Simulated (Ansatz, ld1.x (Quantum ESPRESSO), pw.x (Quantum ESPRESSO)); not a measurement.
carbon (C): does the RRKJ potential hold in the solid?

| Item | Value |
| --- | --- |
| Element | carbon |
| Generator | ld1.x (Quantum ESPRESSO) 7.5 |
| Type | norm-conserving RRKJ (Kleinman–Bylander form) |
| Functional | PBE |
| Relativity | scalar-relativistic |
| Frozen core | [He] |
| Valence charge | 4 |
| Reference configuration | 2s2 2p0 (charge +2) |
| Partial waves | 2s (bound): rc 1.00 bohr; 2p (bound, empty): rc 2.05 bohr |
| Local potential | all-electron potential smoothed inside 1.10 bohr (lloc = -2) |
| Core correction | none |
| rho0 | 0.01 |

Crystal test: sc C in pw.x 7.5, no spin, 18³ k-points, Fermi–Dirac smearing 0.01 Ry, cutoffs 120/480 Ry. The reference is all-electron LAPW (Ansatz 0.2.0) with the same functional, mesh and smearing; V0 and B0 come from Birch–Murnaghan fits to the pressures at five volumes. Errors are pseudo minus all-electron; Δ is the rms difference of the E(V) curves that follow from these fits, minima aligned, over ±6 % about the mean V0. Mesh and smearing are coarse, so the numbers serve the comparison and aren't converged zero-temperature values; the lattice is a test structure that the element need not adopt.

All-electron: a0 = 1.777 Å (V0 = 5.61 Å³/atom), B0 = 325.5 GPa.

Q: How far does the potential miss the all-electron equation of state?

A: mean pressure error (GPa): -20.19; a0 (Å): 1.741; a0 error (%): -2.01; B0 error (%): +0.4; Δ (meV/atom): 23.7. The largest radius (2.05 bohr) exceeds half the bond length (1.66 bohr), so the spheres overlap, which is one possible source of error among others. This is a poor potential for the solid.

| V (Å³/atom) | P all-electron (GPa) | P pseudo (GPa) |
| --- | --- | --- |
| 5.160 | 31.71 | 7.75 |
| 5.296 | 20.87 | -1.02 |
| 5.432 | 11.16 | -8.85 |
| 5.568 | 2.49 | -15.82 |
| 5.704 | -5.20 | -22.00 |

Q: At the middle volume, how do free energy and pressure move when the wave cutoff is lowered (ecutrho kept at four times it)?

A:

| cutoff (Ry) | shift of F (meV/atom) | shift of P (GPa) |
| --- | --- | --- |
| 54 | +85.8 | -7.46 |
| 72 | +24.0 | -2.37 |
| 96 | +4.2 | -0.54 |

The run at the middle volume (220 k-points, 6 iterations) took about 8.1 s on one core of a shared host (Neoverse-V2, 96 threads, 742 GiB, load 40).
